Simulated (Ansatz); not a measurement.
System: chalcopyrite CuInS2. Method: LDA (plane waves, PAW; Ansatz, a first-principles code).

Settings: plane-wave cutoff 520 eV, 10×10×10 k mesh, Fermi–Dirac smearing 0.01 eV, no spin polarisation, scalar-relativistic PAW data made under PBE.

Cell (relaxed at this level):

```
CELL_PARAMETERS angstrom
     -2.71386     2.71386     5.46135
      2.71386    -2.71386     5.46135
      2.71386     2.71386    -5.46135
ATOMIC_POSITIONS crystal
  In 0.50000 0.50000 0.00000
  In 0.25000 0.75000 0.50000
  Cu 0.00000 0.00000 0.00000
  Cu 0.75000 0.25000 0.50000
  S  0.87500 0.90938 0.53438
  S  0.09062 0.62500 0.96562
  S  0.37500 0.34062 0.46562
  S  0.65938 0.12500 0.03438
```

### Question
Estimate the bulk modulus, band gap and pressure derivative B′ of the bulk modulus that the calculation returns.

### Answer

* **bulk modulus**: 83.8 GPa
* **band gap**: 0.03 eV (under three smearing widths, so not firm)
* **pressure derivative B′ of the bulk modulus**: 4.8

Measured, for comparison: band gap 1.55 eV (temperature not stated, not corrected to a static lattice, direct or pseudo-direct at Γ; as tabulated in Ghosh et al. (2024), arXiv:2401.16805).

Note: the bulk modulus comes from volumes at which shape and atoms were relaxed.

Spin–orbit coupling is not included; it can close the smallest gap of 0.03 eV.

The computed numbers hold no vibrational or temperature effects.

It cost very roughly 60 core-minutes of CPU time.
